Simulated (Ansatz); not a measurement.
A run of Ansatz 0.2.0 is set up as follows.

File input.yaml:

```yaml
crystal:
  lattice:
    - [0.0, 3.15085, 3.15085]
    - [3.15085, 0.0, 3.15085]
    - [3.15085, 3.15085, 0.0]
  atoms:
    - { symbol: Te, position: [0.5, 0.5, 0.5] }
    - { symbol: Sn, position: [0.0, 0.0, 0.0] }
hamiltonian:
  xc: rpbe
  pseudopotentials: { kind: paw }
  dispersion: d3bj
kpoints:
  mp_grid: { grid: [7, 7, 7] }
scf:
  occupations: { method: fermi_dirac, width: 0.05 }
output:
  forces: true
  stress: true
relax:
  f_tol: 0.01
  max_steps: 40
  cell: { stress_tol: 0.05 }
```

Potentials or basis: Ansatz PAW.

Launch:

```sh
$ ansatz run input.yaml --threads 2 --pin off --max-ram 5120MiB --backend cpu --events-out ev --progress --plain --runs-dir out
```

Task: Estimate the relaxed volume.

Result: 25.31 Å³/atom.

Task: Estimate the space group after relaxing (to 0.05 Å).

Result: Fm-3m (No. 225).

The path:
```csv
step,energy change (eV),largest force (eV/Å),volume (Å³)
1,0.0000,0.0000,62.56
2,-0.4308,0.0000,53.85
3,-0.4652,0.0000,49.01
4,-0.4772,0.0000,50.66
5,-0.4772,0.0000,50.63
6,-0.4750,0.0000,50.63
```

Caveat: the volume moved by over 15 % at a fixed basis, so the end points are rough; this odd mesh misses L, where the gap lies, so gap, dielectric constants and Born charges aren't listed; the plane-wave basis is chosen anew once the cell has moved, so the energies of steps on either side of that aren't comparable; the volume moved by -19 % from the deposited cell, more than functionals usually miss; the PAW data sets come from PBE, with cores solved anew for the run's functional, which leaves a small shift of forces and pressure. Spin-orbit coupling is left out, which matters for the levels of Te.
